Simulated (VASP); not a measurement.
A run of VASP 6.6.1 is set up as follows.

The input INCAR:

```
SYSTEM = C
PREC     = Accurate       ! precision mode
ENCUT    = 520            ! plane-wave cutoff, eV
EDIFF    = 1E-6           ! SCF threshold, eV
ISMEAR   = 0              ! smearing method
SIGMA    = 0.02           ! smearing width, eV
LREAL    = .False.        ! projectors in reciprocal space
LASPH    = .True.         ! aspherical terms in the spheres
NELM     = 100            ! most SCF steps
ALGO     = Normal         ! electronic algorithm
ISIF     = 2              ! what is computed and relaxed
LWAVE    = .False.        ! write WAVECAR
LCHARG   = .False.        ! write CHGCAR
GGA      = PE             ! functional
IVDW     = 12             ! dispersion correction
NBANDS   = 11             ! bands
```

The input KPOINTS:

```
Automatic mesh
0
Gamma
  15 15 15
  0 0 0
```

File POSCAR:

```
C
1.0
    1.2324793819      0.7115723029      3.3565020696
   -1.2324793819      0.7115723029      3.3565020696
    0.0000000000     -1.4231446058      3.3565020696
C
2
Direct
    0.8333929835      0.8333929835      0.8333929835
    0.1666070165      0.1666070165      0.1666070165
```

Potentials or basis: VASP PAW PBE potentials, release 64 (C).

Command:

```console
$ cat potpaw_PBE.64/C/POTCAR > POTCAR
$ mpirun -np 1 vasp_std > vasp.out
```

Problem. Estimate the band gap on the k mesh.

Solution. 0.65 eV, direct.

Problem. Estimate the pressure.

Solution. 0.5 GPa.

Problem. Predict the dispersion energy per atom.

Solution. -0.156 eV.

Stress tensor (GPa, compression positive):
```
 0.72  0.00  0.00
 0.00  0.72  0.00
 0.00  0.00 -0.05
```

Caveat: an odd mesh through Γ misses points on the zone boundary, where band edges often lie.
